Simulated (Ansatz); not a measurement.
**Tc under changes of volume**

One of the cells (14.297 Å³/atom); the others are scaled copies at fixed shape and fractional positions:

```
Tc
1.0
     2.74000    0.00000    0.00000
    -1.37000    2.37291    0.00000
     0.00000    0.00000    4.39800
Tc
2
Cartesian
  1.3700 0.7910 3.2985
  0.0000 1.5819 1.0995
```

```yaml
Program: Ansatz 0.2.0
Functional: PBE
Potentials_or_basis: Ansatz PAW earlier set
Cutoff: "500 eV (not typed: the program's choice for these potentials)"
k_mesh: 11 × 11 × 6
Occupations: fermi-dirac, width 0.05 eV
Spin: no spin polarisation
```

```csv
volume (Å³/atom),energy over the lowest point (meV/atom),pressure (GPa)
13.440,?,?
13.726,34.31,16.9
14.011,10.94,9.5
14.297,0.00,2.9
14.583,0.23,-3.0
14.869,10.47,-8.3
15.155,29.69,-13.0
```

Q: What does the run at 13.440 Å³/atom give?

A: Energy over the lowest point 71.54 meV/atom; pressure 25.1 GPa.

Worked out: A Birch-Murnaghan fit of order 3 (a polynomial in V^(-2/3)) to the other rows has its minimum at 14.43 Å³/atom with B0 = V·E''(V) = 300 GPa and B' = 4.6 at fixed shape and positions, which overstates the stiffness. It gives 71.71 meV/atom at 13.440 Å³/atom, against the run's 71.54, and -dE/dV = 25.2 GPa, against 25.1.

Energies are extrapolated to zero smearing.
